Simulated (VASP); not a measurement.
Crystal: SnTe.

```
Te Sn
1.0
     0.00000    3.61115    3.61115
     3.61115    0.00000    3.61115
     3.61115    3.61115    0.00000
Te Sn
1 1
Direct
  0.25000 0.25000 0.25000
  0.00000 0.00000 0.00000
```

Measurements of this composition are mostly on another form, of space group No. 225.

Base run:

| Property | Result |
| --- | --- |
| Program | VASP 6.6.1 |
| Functional | PBE |
| Potentials or basis | VASP PAW PBE potentials, release 64 (Te, Sn_d) |
| Cutoff | 750 eV |
| k mesh | 8 × 8 × 8 |
| Occupations | gaussian, width 0.02 eV |
| Spin | spin-orbit coupling, no magnetisation |

Its results: pressure -0.1 GPa.

Q: The run is repeated on the same cell with these changes: functional from PBE to PBEsol. What comes out?

A: Pressure -1.4 GPa.

PBEsol binds more tightly than PBE, so the same cell stands under less pressure.

Caveats: the PAW data sets were made with another functional, which shifts forces and pressure a little (some runs).
